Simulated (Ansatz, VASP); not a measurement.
**One calculation of Al, two programs**

INCAR

```
ALGO = Fast
EDIFF = 1E-7
EDIFFG = -0.001
ENCUT = 600
GGA = PE
IBRION = 2
ISIF = 4
ISMEAR = -1
IVDW = 12
LASPH = True
LCHARG = False
LREAL = False
LWAVE = False
NELM = 100
NSW = 80
PREC = Accurate
SIGMA = 0.15
```

Contents of KPOINTS:

```
k-points
0
Gamma
  18 18 10
```

File POSCAR:

```
Al
1.0
    2.7980615921      0.0000000000      0.0000000000
   -1.3990307960      2.4231924202      0.0000000000
    0.0000000000      0.0000000000      4.6054781527
Al
2
Direct
    0.6666666667      0.3333333333      0.7500000000
    0.3333333333      0.6666666667      0.2500000000
```

Input for Ansatz:

```yaml
crystal:
  lattice:
    - [2.7980615921, 0.0, 0.0]
    - [-1.399030796, 2.4231924202, 0.0]
    - [0.0, 0.0, 4.6054781527]
  atoms:
    - { symbol: Al, position: [0.6666666667, 0.3333333333, 0.75] }
    - { symbol: Al, position: [0.3333333333, 0.6666666667, 0.25] }
basis:
  ecutwfc: 420
kpoints:
  mp_grid: { grid: [18, 18, 10] }
hamiltonian:
  xc: pbe
  dispersion: d3bj
scf:
  occupations: { method: fermi_dirac, width: 0.15 }
output:
  forces: true
  stress: true
  eigenvalues: true
relax:
  adjacent_minimum: "off"
  f_tol: 0.001
  max_steps: 60
  cell: { stress_tol: 0.01, fix: [volume] }
```

Alike in both runs: task relaxation of shape and atoms at fixed volume; functional PBE; dispersion D3(BJ); k mesh 18 × 18 × 10; occupations fermi-dirac, width 0.15 eV; no spin polarisation.

|  | VASP | Ansatz |
| --- | --- | --- |
| version | VASP 6.6.1 | Ansatz 0.2.0 |
| potentials or method | VASP PAW PBE potentials, release 64 (Al) | scalar-relativistic, plane waves, PAW |
| plane-wave cutoff (eV) | 600 | 420 |
| valence electrons in the cell | 6 | 6 |

|  | VASP | Ansatz | Ansatz less VASP |
| --- | --- | --- | --- |
| gap on the k mesh at the Fermi level, each at its own relaxed structure (eV) | none | none | - |
| relaxed volume (Å³/atom) | 15.61 | 15.61 | 0.000 |
| relaxed cell length with the largest relative difference (Å) | 4.603 | 4.603 | -0.0004 |

A gap of «none» marks a metal or a gap that the smearing closes.

Caveats: pairwise dispersion overbinds metals, which lowers pressure and volume.
